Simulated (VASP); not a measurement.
A run of VASP 6.6.1 is set up as follows.

Contents of INCAR:

```
PREC = Accurate
ENCUT = 600
EDIFF = 1E-6
ISMEAR = 0
SIGMA = 0.03
LREAL = False
LASPH = True
NELM = 80
ALGO = Normal
ISIF = 3
LWAVE = False
LCHARG = False
METAGGA = R2SCAN
LMIXTAU = True
IBRION = 2
NSW = 90
EDIFFG = -0.01
```

The input KPOINTS:

```
regular mesh
0
Gamma
  8 8 8
```

File POSCAR:

```
KBr
1.0
    0.0000000000      3.3000000000      3.3000000000
    3.3000000000      0.0000000000      3.3000000000
    3.3000000000      3.3000000000      0.0000000000
K Br
1 1
Direct
    0.0000000000      0.0000000000      0.0000000000
    0.5000000000      0.5000000000      0.5000000000
```

Potentials or basis: VASP PAW PBE potentials, release 64 (K_sv, Br).

Launch:

```sh
$ cat potpaw_PBE.64/K_sv/POTCAR potpaw_PBE.64/Br/POTCAR > POTCAR
$ mpirun -np 1 vasp_std > vasp.out
```

Problem. Estimate the relaxed volume.

Solution. 36.03 Å³/atom.

Problem. What does it give for the relaxed cell?

Solution. a = 4.671 Å, b = 4.671 Å, c = 4.671 Å, α = 60.00°, β = 60.00°, γ = 60.00°.

Problem. Estimate the space group after relaxing (to 0.05 Å).

Solution. Fm-3m (No. 225).

Problem. Predict the band gap on the k mesh.

Solution. 5.07 eV, direct.

Final structure:
```
CELL_PARAMETERS angstrom
0.00000 3.30272 3.30272
3.30272 0.00000 3.30272
3.30272 3.30272 0.00000
ATOMIC_POSITIONS crystal
K 0.00000 0.00000 0.00000
Br 0.50000 0.50000 0.50000
```

Caveat: the PAW data sets were made with another functional, which shifts forces and pressure a little. r2SCAN opens gaps a little over a GGA but as a rule still falls short of measured ones.
